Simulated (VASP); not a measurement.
# LiTaO2: equation of state with PBE

The system is LiTaO2.

```
CELL_PARAMETERS angstrom
2.85440 0.00000 0.00000
-1.42720 2.47198 0.00000
0.00000 0.00000 5.57294
ATOMIC_POSITIONS crystal
Li 0.00000 0.00000 0.50000
Ta 0.00000 0.00000 0.00000
O 0.66667 0.33333 0.25535
O 0.33333 0.66667 0.74465
```

The cell was built by a generator and needn't be a form met in nature.

- Program: VASP 6.6.1
- Task: equation of state
- Functional: PBE
- Potentials or basis: VASP PAW PBE potentials, release 64 (Li_sv, Ta_pv, O)
- Cutoff: 520 eV
- k mesh: 11 × 11 × 5
- Occupations: fermi-dirac, width 0.05 eV
- Spin: no spin polarisation

```json
{
  "Equilibrium volume": "9.87 Å³/atom",
  "Bulk modulus at fixed shape and positions": "212 GPa",
  "Pressure derivative of the bulk modulus": "4.4"
}
```

Energy against volume, from the lowest point:
```
volume (Å³/atom)  energy (meV/atom)
           9.241              29.70
           9.437              13.45
           9.634               3.77
           9.831               0.00
          10.027               1.53
          10.224               7.83
          10.421              18.39
```

All runs of the series together: 8.3 min on 1 thread of Intel(R) Xeon(R) 6975P-C (Granite Rapids), with other jobs on the host.

Caveat: the cutoff is under 1.25 times the usual one of these potentials, so pressure, stress and relaxed cells hold a basis-set (Pulay) error; the cell was scaled at fixed shape and fractional positions, which overstates the stiffness of a crystal with free parameters, most of all of layers and chains. The run has no spin-orbit coupling, so splittings on Ta are missing.
